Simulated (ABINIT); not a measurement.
A run of ABINIT 10.8.3 (patched build) is set up as follows.

run.abi

```
# Pseudopotentials
pp_dirpath "./"
pseudos "Zn.GGA_PBE-JTH.xml, S.GGA_PBE-JTH.xml"

# Structure
acell 3.811 3.811 6.234 Angstrom
rprim
     1.0000000000     0.0000000000     0.0000000000
    -0.5000000000     0.8660254038     0.0000000000
     0.0000000000     0.0000000000     1.0000000000
ntypat 2
znucl 30 16
natom 4
typat 1 1 2 2
xred
     0.6666666667     0.3333333333     0.5000000000
     0.3333333333     0.6666666667     0.0000000000
     0.6666666667     0.3333333333     0.8850000000
     0.3333333333     0.6666666667     0.3850000000

# Plane-wave basis
ecut 20.0
pawecutdg 40.0

# k points
kptopt 1
ngkpt 10 10 6
nshiftk 1
shiftk 0.0 0.0 0.0

# Exchange and correlation
ixc -116133

# Bands and occupations
nband 22
occopt 3
tsmear 0.05 eV

# SCF cycle
nstep 100
tolvrs 1.0e-9

# Output
iomode 3
prtwf 0
prtden 0
prteig 0
prtebands 0
enunit 2
```

Potentials or basis: JTH PAW PBE v2.0.

Launch:

```console
$ abinit run.abi > log 2>&1
```

(1) Estimate the band gap on the k mesh.

(2) What does it give for the largest force?

Results:

(1) 2.09 eV, direct.

(2) 0.303 eV/Å.

Caveat: the PAW data sets were made with another functional, which shifts forces and pressure a little.

**Measured values to compare with.**

A printed reference work, monograph reports, for a bulk crystal of ZnS at 4 K: band gap 3.911 eV (direct).

Against the measured gap of ZnS, 3.911 eV (direct; 4 K; a printed reference work, monograph), the calculated 2.09 eV is off by -1.82 eV. The value is that of PBEsol, without temperature or zero-point motion. Semilocal functionals fall short of measured gaps as a rule.
